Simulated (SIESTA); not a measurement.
Crystal: Fe.

```
CELL_PARAMETERS angstrom
0.00000 1.94174 1.96511
1.49844 0.00000 1.96511
1.49844 1.94174 0.00000
ATOMIC_POSITIONS crystal
Fe 0.00000 0.00000 0.00000
```

Program: SIESTA 5.4.2. Alike in all runs: task single point; level PBE; potentials or basis PseudoDojo 0.4 standard (PBE files), DZP (energy shift 0.003 Ry; two zetas on semicore shells); spin collinear, ferromagnetic start; cell as given; k mesh 13 × 13 × 13; smearing fermi-dirac 0.05 eV; grid cutoff 800 Ry; energy shift 0.003 Ry.

Q: Order these runs on this cell by their pressure, lowest first.
A. fixed moment (μB) 3.0
B. fixed moment (μB) 2.0
C. fixed moment (μB) 4.0
D. fixed moment (μB) 1.0

A: D (-16.0 GPa), B (-5.0 GPa), A (21.5 GPa), C (68.1 GPa).

Caveats: short orbitals over semicore shells can move pressures by several GPa; the basis of atomic orbitals isn't converged, which shifts pressures, moduli and gaps; the total moment is fixed, so each spin has its own Fermi level; a pressure of tens of GPa on the cell as given is suspect, and the run, the potentials or the cell itself is likely at fault (some runs); the moment is held away from its start (some runs).
